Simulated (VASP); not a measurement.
# LaB6 (Pm-3m) in VASP: a series of runs

One crystal, LaB6, is run at these levels: PBE; tasks: single point, relaxation of cell and atoms.

Program: VASP 6.6.1. These are calculated values, not measurements. Logs are shortened: lines on timing, memory, paths and dates and some standing lists are left out, and cuts for length are marked.

### 1 The crystal as given

Symmetry: Pm-3m, No. 221, cubic system. Conventional cell: a = 4.155 Å, b = 4.155 Å, c = 4.155 Å, α = 90.00°, β = 90.00°, γ = 90.00°. La (site symmetry m-3m) has 24 B at 3.05 Å as nearest neighbours. B (site symmetry 4mm) has 5 B at 1.66 to 1.76 Å as nearest neighbours.

The cell is a database's computed one.

### 2 Single point, PBE

INCAR reads:

```
SYSTEM = LaB6
PREC     = Accurate       ! precision mode
ENCUT    = 520            ! plane-wave cutoff, eV
EDIFF    = 1E-6           ! SCF threshold, eV
ISMEAR   = 0              ! smearing method
SIGMA    = 0.1            ! smearing width, eV
LREAL    = .False.        ! projectors in reciprocal space
LASPH    = .True.         ! aspherical terms in the spheres
NELM     = 100            ! most SCF steps
ALGO     = Normal         ! electronic algorithm
ISIF     = 2              ! what is computed and relaxed
LWAVE    = .False.        ! write WAVECAR
LCHARG   = .False.        ! write CHGCAR
GGA      = PE             ! functional
NBANDS   = 24             ! bands
```

KPOINTS reads:

```
regular mesh
0
Gamma
  10 10 10
  0 0 0
```

POSCAR reads:

```
LaB6
1.0
    4.1550229759      0.0000000000      0.0000000000
    0.0000000000      4.1550229759      0.0000000000
    0.0000000000      0.0000000000      4.1550229759
La B
1 6
Direct
    0.0000000000      0.0000000000      0.0000000000
    0.8001645391      0.5000000000      0.5000000000
    0.1998354609      0.5000000000      0.5000000000
    0.5000000000      0.5000000000      0.8001645391
    0.5000000000      0.5000000000      0.1998354609
    0.5000000000      0.1998354609      0.5000000000
    0.5000000000      0.8001645391      0.5000000000
```

Potentials or basis: VASP PAW PBE potentials, release 64 (La, B).

Launch:

```bash
$ cat potpaw_PBE.64/La/POTCAR potpaw_PBE.64/B/POTCAR > POTCAR
$ mpirun -np 1 vasp_std > vasp.out
```

OUTCAR:

```text
SYSTEM = LaB6
   PREC = Accurate
   ENCUT = 520
   EDIFF = 1E-6
   ISMEAR = 0
   LREAL = .False.
   LASPH = .True.
   NELM = 100
   ISIF = 2
   GGA = PE

 ion  position               nearest neighbor table
   1  0.000  0.000  0.000-
   2  0.800  0.500  0.500-   3 1.66   4 1.76   5 1.76   6 1.76   7 1.76
   3  0.200  0.500  0.500-   2 1.66   4 1.76   5 1.76   6 1.76   7 1.76
   4  0.500  0.500  0.800-   5 1.66   3 1.76   2 1.76   6 1.76   7 1.76
   5  0.500  0.500  0.200-   4 1.66   3 1.76   2 1.76   6 1.76   7 1.76
   6  0.500  0.200  0.500-   7 1.66   3 1.76   4 1.76   5 1.76   2 1.76
   7  0.500  0.800  0.500-   6 1.66   3 1.76   4 1.76   5 1.76   2 1.76

  LATTYP: Found a simple cubic cell.
 ALAT       =     4.1550229759

  Lattice vectors:

 A1 = (   4.1550229759,   0.0000000000,   0.0000000000)
 A2 = (   0.0000000000,   4.1550229759,   0.0000000000)
 A3 = (   0.0000000000,   0.0000000000,   4.1550229759)

Analysis of symmetry for initial positions (statically):
=====================================================================
 Subroutine PRICEL returns:
 Original cell was already a primitive cell.

 Routine SETGRP: Setting up the symmetry group for a
 simple cubic supercell.

 Subroutine GETGRP returns: Found 48 space group operations
 (whereof 48 operations were pure point group operations)
 out of a pool of 48 trial point group operations.

The static configuration has the point symmetry O_h .

Analysis of symmetry for dynamics (positions and initial velocities):
=====================================================================
 Subroutine PRICEL returns:
 Original cell was already a primitive cell.

 Routine SETGRP: Setting up the symmetry group for a
 simple cubic supercell.

 Subroutine GETGRP returns: Found 48 space group operations
 (whereof 48 operations were pure point group operations)
 out of a pool of 48 trial point group operations.

The dynamic configuration has the point symmetry O_h .

 Subroutine INISYM returns: Found 48 space group operations
 (whereof 48 operations are pure point group operations),
 and found     1 'primitive' translations

----------------------------------------------------------------------------------------

                                     Primitive cell

  volume of cell :      71.7332

  direct lattice vectors                    reciprocal lattice vectors
     4.155022976  0.000000000  0.000000000     0.240672556  0.000000000  0.000000000
     0.000000000  4.155022976  0.000000000     0.000000000  0.240672556  0.000000000
     0.000000000  0.000000000  4.155022976     0.000000000  0.000000000  0.240672556

  length of vectors
     4.155022976  4.155022976  4.155022976     0.240672556  0.240672556  0.240672556

  position of ions in fractional coordinates (direct lattice)
     0.000000000  0.000000000  0.000000000
     0.800164539  0.500000000  0.500000000
     0.199835461  0.500000000  0.500000000
     0.500000000  0.500000000  0.800164539
     0.500000000  0.500000000  0.199835461
     0.500000000  0.199835461  0.500000000
     0.500000000  0.800164539  0.500000000

  ion indices of the primitive-cell ions
   primitive index   ion index
                 1           1
                 2           2
                 3           3
                 4           4
                 5           5
                 6           6
                 7           7

----------------------------------------------------------------------------------------

 KPOINTS: regular mesh

Automatic generation of k-mesh.
 Grid dimensions read from file:
 generate k-points for:   10   10   10

 Generating k-lattice:

  Cartesian coordinates                     Fractional coordinates (reciprocal lattice)
     0.024067256  0.000000000  0.000000000     0.100000000  0.000000000  0.000000000
     0.000000000  0.024067256  0.000000000     0.000000000  0.100000000  0.000000000
     0.000000000  0.000000000  0.024067256     0.000000000  0.000000000  0.100000000

  Length of vectors
     0.024067256  0.024067256  0.024067256

  Shift w.r.t. Gamma in fractional coordinates (k-lattice)
     0.000000000  0.000000000  0.000000000

 Subroutine IBZKPT returns following result:
 ===========================================

 Found     56 irreducible k-points:

 Following reciprocal coordinates:
            Coordinates               Weight
  0.000000  0.000000  0.000000      1.000000
  0.100000  0.000000  0.000000      6.000000
  0.200000  0.000000  0.000000      6.000000
  0.300000  0.000000  0.000000      6.000000
  0.400000  0.000000  0.000000      6.000000
  0.500000  0.000000  0.000000      3.000000
[... 16 lines left out ...]
  0.200000  0.100000  0.100000     24.000000
  0.300000  0.100000  0.100000     24.000000
 [... further k-points ...]
   k-points           NKPTS =     56   k-points in BZ     NKDIM =     56   number of bands    NBANDS=     24
   number of dos      NEDOS =    301   number of ions     NIONS =      7
   total plane-waves  NPLWV =  32768
   dimension x,y,z NGX =    32 NGY =   32 NGZ =   32
   dimension x,y,z NGXF=    64 NGYF=   64 NGZF=   64
   ions per type =               1   6
   NGX,Y,Z   is equivalent  to a cutoff of  12.80, 12.80, 12.80 a.u.
   NGXF,Y,Z  is equivalent  to a cutoff of  25.61, 25.61, 25.61 a.u.
 SYSTEM =  LaB6
   PREC   = accura    normal or accurate (medium, high low for compatibility)
   ISTART =      0    job   : 0-new  1-cont  2-samecut
   ICHARG =      2    charge: 1-file 2-atom 10-const
   ISPIN  =      1    spin polarized calculation?
   LNONCOLLINEAR =      F non collinear calculations
   LSORBIT =      F    spin-orbit coupling
   LASPH  =      T    aspherical Exc in radial PAW
   ENCUT  =  520.0 eV  38.22 Ry    6.18 a.u.   7.73  7.73  7.73*2*pi/ulx,y,z
   NELM   =    100;   NELMIN=  2; NELMDL= -5     # of ELM steps
   EDIFF  = 0.1E-05   stopping-criterion for ELM
   LREAL  =      F    real-space projection
   EDIFFG = 0.1E-04   stopping-criterion for IOM
   NSW    =      0    number of steps for IOM
   IBRION =     -1    ionic relax: 0-MD 1-quasi-New 2-CG
   NFREE  =      0    steps in history (QN), initial steepest desc. (CG)
   ISIF   =      2    stress and relaxation
   ISYM   =      2    0-nonsym 1-usesym 2-fastsym
   POTIM  = 0.5000    time-step for ionic-motion
   TEBEG  =    0.0;   TEEND  =   0.0 temperature during run
   PSTRESS=    0.0 pullay stress
   NELECT =      29.0000    total number of electrons
   NUPDOWN=      -1.0000    fix difference up-down
   EMIN   =  10.00;   EMAX   =-10.00  energy-range for DOS
   EFERMI =   0.00;   METHOD = LEGACY
   ISMEAR =     0;   SIGMA  =   0.10  broadening in eV -4-tet -1-fermi 0-gaus
   EFERMI_NEDOS =   21; number of points for ismear=-14 and -15
   IALGO  =     38    algorithm
   IMIX   =      4    mixing-type and parameters
     AMIX     =   0.40;   BMIX     =  1.00
     AMIX_MAG =   1.60;   BMIX_MAG =  1.00
  volume/ion in A,a.u.               =      10.25        69.15
  Fermi-wavevector in a.u.,A,eV,Ry     =   1.210507  2.287527 19.936996  1.465328
  Thomas-Fermi vector in A             =   2.346052
   LORBIT       =      0    0 simple, 1 ext, 2 COOP (PROOUT), +10 PAW based schemes
   GGA     = PE    functional components
   LHFCALC =     F    Hartree Fock is set to
   AEXX    =    0.0000 exact exchange contribution
   IVDW    =     0    specifies the selected vdW correction
   LEPSILON=     F    determine dielectric tensor
   LRPA    =     F    only Hartree local field effects (RPA)
 non-spin polarized calculation
 Gauss-broadening in eV      SIGMA  =   0.10
  energy-cutoff  :      520.00
  volume of cell :       71.73
 maximum number of plane-waves:      1956
 NGX is ok and might be reduce to    32
   NGX = 15   NGY = 15   NGZ = 15

 number of electron      29.0000003 magnetization

 Free energy of the ion-electron system (eV)
  ---------------------------------------------------
  ext. energy  EPLUGINS =         0.00000000
  ---------------------------------------------------
  free energy    TOTEN  =       -49.04630229 eV

  energy without entropy =      -49.04145807  energy(sigma->0) =      -49.04388018

 E-fermi :   8.5649     XC(G=0): -11.2581

 val. band max:        8.4732529004   @ k =   0.5000   0.3000   0.1000
 cond. band min:       8.5990940156   @ k =   0.4000   0.3000   0.1000
 fundamental gap:      0.1258411152
 Fermi energy:         8.5648519012

 k-point     1 :       0.0000    0.0000    0.0000
  band No.  band energies     occupation
      1     -24.5018      2.00000
      2      -8.2280      2.00000
      3      -8.2280      2.00000
      4      -8.2280      2.00000
      5      -6.9603      2.00000
      6       0.6660      2.00000
[... 16 lines left out ...]
     23      10.5666      0.00000
     24      11.7059      0.00000

 k-point     2 :       0.1000    0.0000    0.0000
  band No.  band energies     occupation
      1     -24.4994      2.00000
      2      -8.3354      2.00000
      3      -8.2204      2.00000
      4      -8.2204      2.00000
      5      -6.8470      2.00000
      6       0.0522      2.00000
[... 16 lines left out ...]
     23      10.6465      0.00000
     24      11.7017      0.00000

 k-point     3 :       0.2000    0.0000    0.0000
  band No.  band energies     occupation
      1     -24.4934      2.00000
      2      -8.5640      2.00000
      3      -8.2003      2.00000
      4      -8.2003      2.00000
      5      -6.5954      2.00000
      6      -0.7500      2.00000
[... 16 lines left out ...]
     23      10.9093      0.00000
     24      11.4168      0.00000

 k-point     4 :       0.3000    0.0000    0.0000
  band No.  band energies     occupation
      1     -24.4858      2.00000
      2      -8.7909      2.00000
      3      -8.1752      2.00000
      4      -8.1752      2.00000
      5      -6.3221      2.00000
      6      -1.4219      2.00000
[... 16 lines left out ...]
     23      10.9448      0.00000
     24      10.9448      0.00000

 k-point     5 :       0.4000    0.0000    0.0000
  band No.  band energies     occupation
      1     -24.4797      2.00000
      2      -8.9490      2.00000
      3      -8.1546      2.00000
      4      -8.1546      2.00000
      5      -6.1078      2.00000
      6      -1.8790      2.00000
[... 16 lines left out ...]
     23      10.7209      0.00000
     24      10.7209      0.00000

 k-point     6 :       0.5000    0.0000    0.0000
  band No.  band energies     occupation
      1     -24.4774      2.00000
      2      -9.0051      2.00000
      3      -8.1467      2.00000
      4      -8.1467      2.00000
      5      -6.0245      2.00000
      6      -2.0441      2.00000
[... 16 lines left out ...]
     23      10.7293      0.00000
     24      10.8533      0.00000
[... 379 lines left out ...]
 k-point    21 :       0.5000    0.5000    0.0000
  band No.  band energies     occupation
      1     -24.4540      2.00000
      2      -8.6536      2.00000
      3      -8.6536      2.00000
      4      -8.0806      2.00000
      5      -6.4280      2.00000
      6      -0.8107      2.00000
[... 16 lines left out ...]
     23      11.7800      0.00000
     24      11.7803      0.00000

 k-point    22 :       0.1000    0.1000    0.1000
  band No.  band energies     occupation
      1     -24.4948      2.00000
      2      -8.3964      2.00000
      3      -8.2623      2.00000
      4      -8.2623      2.00000
      5      -6.6738      2.00000
      6      -0.1856      2.00000
[... 16 lines left out ...]
     23      10.7110      0.00000
     24      11.6951      0.00000

 k-point    23 :       0.2000    0.1000    0.1000
  band No.  band energies     occupation
      1     -24.4888      2.00000
      2      -8.5515      2.00000
      3      -8.2744      2.00000
      4      -8.2406      2.00000
      5      -6.4915      2.00000
      6      -0.7100      2.00000
[... 16 lines left out ...]
     23      10.8924      0.00000
     24      11.3695      0.00000

 k-point    24 :       0.3000    0.1000    0.1000
  band No.  band energies     occupation
      1     -24.4813      2.00000
      2      -8.7503      2.00000
      3      -8.2441      2.00000
      4      -8.2133      2.00000
      5      -6.2925      2.00000
      6      -1.3013      2.00000
[... 16 lines left out ...]
     23      11.0332      0.00000
     24      11.1024      0.00000

 [... further k-points ...]

------------------------ aborting loop because EDIFF is reached ----------------------------------------

  FORCE on cell =-STRESS in cart. coord.  units (eV):
  Direction    XX          YY          ZZ          XY          YZ          ZX
  --------------------------------------------------------------------------------------
  -------------------------------------------------------------------------------------
  Total       -0.0299143     -0.0299143     -0.0299143      0.0000000      0.0000000     -0.0000000
  in kB       -0.6681428     -0.6681428     -0.6681428      0.0000000      0.0000000     -0.0000000
  external PRESSURE =      -0.6681428 kB  Pullay stress =       0.0000000 kB

 VOLUME and BASIS-vectors are now :
 -----------------------------------------------------------------------------
  energy-cutoff  :      520.00
  volume of cell :       71.73
      direct lattice vectors                 reciprocal lattice vectors
     4.155022976  0.000000000  0.000000000     0.240672556  0.000000000  0.000000000
     0.000000000  4.155022976  0.000000000     0.000000000  0.240672556  0.000000000
     0.000000000  0.000000000  4.155022976     0.000000000  0.000000000  0.240672556

 POSITION                                       TOTAL-FORCE (eV/Angst)
 -----------------------------------------------------------------------------------
      0.00000      0.00000      0.00000        -0.000000      0.000000      0.000000
      3.32470      2.07751      2.07751         0.021095      0.000000     -0.000000
      0.83032      2.07751      2.07751        -0.021095      0.000000      0.000000
      2.07751      2.07751      3.32470         0.000000      0.000000      0.021095
      2.07751      2.07751      0.83032         0.000000      0.000000     -0.021095
      2.07751      0.83032      2.07751        -0.000000     -0.021095     -0.000000
      2.07751      3.32470      2.07751         0.000000      0.021095      0.000000
 -----------------------------------------------------------------------------------
    total drift:                                0.000000     -0.000000     -0.000000

  FREE ENERGIE OF THE ION-ELECTRON SYSTEM (eV)
  ---------------------------------------------------
  free  energy   TOTEN  =       -49.0463022907 eV

  energy  without entropy=      -49.0414580728  energy(sigma->0) =      -49.04388018
```

It took 38 s on 1 thread of Intel Xeon 6975P-C (Granite Rapids), shared host; peak memory 0.24 GiB.

Results:

```yaml
Free_energy: -49.0463 eV
Pressure: -0.1 GPa
Largest_force: 0.021 eV/Å
Band_gap_on_the_k_mesh: none (metal or under the smearing width)
```

Forces on the atoms (eV/Å):
```
La   0.000  0.000  0.000
B    0.021  0.000  0.000
B   -0.021  0.000  0.000
B    0.000  0.000  0.021
B    0.000  0.000 -0.021
B    0.000 -0.021  0.000
B    0.000  0.021  0.000
```

### 3 Relaxation of cell and atoms, PBE

INCAR reads:

```
SYSTEM = LaB6
PREC = Accurate ; ENCUT = 600
EDIFF = 1E-6 ; ISMEAR = 0
SIGMA = 0.1 ; LREAL = .FALSE.
LASPH = .TRUE. ; NELM = 100
ALGO = Normal ; ISIF = 3
LWAVE = .FALSE. ; LCHARG = .FALSE.
GGA = PE ; IBRION = 2
NSW = 70 ; EDIFFG = -0.02
```

KPOINTS reads:

```
Automatic mesh
0
G
  10 10 10
  0 0 0
```

POSCAR reads:

```
LaB6
1.0
    4.1526083900      0.0000000000      0.0000000000
    0.0000000000      4.1526083900      0.0000000000
    0.0000000000      0.0000000000      4.1526083900
La B
1 6
Direct
    0.0000000000      0.0000000000      0.0000000000
    0.8001218400      0.5000000000      0.5000000000
    0.1998781900      0.5000000000      0.5000000000
    0.5000000000      0.5000000000      0.8001218400
    0.5000000000      0.5000000000      0.1998781900
    0.5000000000      0.1998781900      0.5000000000
    0.5000000000      0.8001218400      0.5000000000
```

Potentials or basis: VASP PAW PBE potentials, release 64 (La, B).

Launch:

```bash
$ cat potpaw_PBE.64/La/POTCAR potpaw_PBE.64/B/POTCAR > POTCAR
$ mpirun -np 1 vasp_std > vasp.out
```

Wall time 76 s (1 thread of Intel Xeon 6975P-C (Granite Rapids), shared host); peak memory 0.28 GiB.

The run converged. Its results:

```yaml
Free_energy: -49.0523 eV
Relaxed_volume: 10.24 Å³/atom
Relaxed_cell: a = 4.154 Å, b = 4.154 Å, c = 4.154 Å, α = 90.00°, β = 90.00°, γ = 90.00°
Space_group_after_relaxing_to_0.05_Å: Pm-3m (No. 221)
Energy_gained_by_relaxing: 0.0 meV/atom
Ionic_steps: 3
Pressure_after_relaxing: 0.1 GPa
Largest_force_after_relaxing: 0.004 eV/Å
Band_gap_on_the_k_mesh: none (metal or under the smearing width)
```

Forces on the atoms (eV/Å):
```
La   0.000  0.000  0.000
B   -0.004  0.000  0.000
B    0.004  0.000  0.000
B    0.000  0.000 -0.004
B    0.000  0.000  0.004
B    0.000  0.004  0.000
B    0.000 -0.004  0.000
```

The path:
```tsv
step	energy change (eV)	largest force (eV/Å)	pressure (GPa)	volume (Å³)
1	0.0000	0.0402	0.23	71.61
2	0.0003	0.0896	-0.24	71.76
3	-0.0001	0.0045	0.06	71.66
```

Final structure:
```cif
data_structure
_symmetry_space_group_name_H-M 'P 1'
_symmetry_Int_Tables_number 1
_cell_length_a 4.1536
_cell_length_b 4.1536
_cell_length_c 4.1536
_cell_angle_alpha 90.000
_cell_angle_beta 90.000
_cell_angle_gamma 90.000
_cell_volume 71.66
loop_
_atom_site_label
_atom_site_type_symbol
_atom_site_fract_x
_atom_site_fract_y
_atom_site_fract_z
_atom_site_occupancy
La1 La 0.00000 0.00000 0.00000 1
B1 B 0.80028 0.50000 0.50000 1
B2 B 0.19972 0.50000 0.50000 1
B3 B 0.50000 0.50000 0.80028 1
B4 B 0.50000 0.50000 0.19972 1
B5 B 0.50000 0.19972 0.50000 1
B6 B 0.50000 0.80028 0.50000 1
```

Levels at points of the mesh, in eV from the Fermi level:
```
           k point  band 12  band 13  band 14  band 15  band 16  band 17
(0.00, 0.00, 0.00)    -1.85    -1.85    -1.85     0.22     0.22     0.22
(0.50, 0.00, 0.00)    -3.45    -3.18    -2.46    -1.47     1.47     1.58
(0.50, 0.50, 0.00)    -4.44    -2.88    -2.88     1.03     1.03     1.96
(0.50, 0.50, 0.50)    -2.39    -2.39    -2.39     1.47     1.76     1.76
```

The run has no spin-orbit coupling, so splittings on La are missing.
